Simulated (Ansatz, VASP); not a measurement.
## Two plane-wave programs on Ru

File INCAR:

```
SYSTEM = Ru
PREC = Accurate
ENCUT = 520
EDIFF = 1E-6
ISMEAR = 0
SIGMA = 0.15
LREAL = .FALSE.
LASPH = .TRUE.
NELM = 100
ALGO = Fast
ISIF = 2
LWAVE = .FALSE.
LCHARG = .TRUE.
LELF = .TRUE.
LVHAR = .TRUE.
NBANDS = 13
```

KPOINTS

```
Automatic mesh
0
G
  22 22 22
  0 0 0
```

File POSCAR:

```
Ru
1.0
    0.0000000000      1.9724500000      1.8575500000
    1.9724500000      0.0000000000      1.8575500000
    1.9724500000      1.9724500000      0.0000000000
Ru
1
Direct
    0.0000000000      0.0000000000      0.0000000000
```

Input for Ansatz:

```yaml
crystal:
  lattice:
    - [0.0, 1.97245, 1.85755]
    - [1.97245, 0.0, 1.85755]
    - [1.97245, 1.97245, 0.0]
  atoms:
    - { symbol: Ru, position: [0.0, 0.0, 0.0] }
basis:
  ecutwfc: 420
kpoints:
  mp_grid: { grid: [22, 22, 22] }
hamiltonian:
  xc: lda
scf:
  occupations: { method: gaussian, width: 0.15 }
output:
  forces: true
  stress: true
  eigenvalues: true
```

Change from the starting cell: strain +0.030 along x and y, -0.030 along z, atoms carried along.

Alike in both runs: task single point; functional LDA; k mesh 22 × 22 × 22; occupations gaussian, width 0.15 eV; no spin polarisation.

|  | VASP | Ansatz |
| --- | --- | --- |
| version | VASP 6.6.1 | Ansatz 0.2.0 |
| potentials or method | VASP PAW LDA potentials, release 64 (Ru_pv) | scalar-relativistic, plane waves, PAW |
| plane-wave cutoff (eV) | 520 | 420 |
| valence electrons in the cell | 14 | 16 |

|  | VASP | Ansatz | Ansatz less VASP |
| --- | --- | --- | --- |
| gap on the k mesh at the Fermi level (eV) | none | none | - |
| pressure (GPa) | -26.3 | -26.8 | -0.52 |
| largest component of the traceless stress (GPa) | 9.18 | 9.19 | +0.018 |

A gap of «none» marks a metal or a gap that the smearing closes. The two sets of potentials don't hold the same shells in valence.

Caveats: so large a pressure means that the cell lies far from this level's equilibrium, or that cutoff or potentials fall short (VASP).
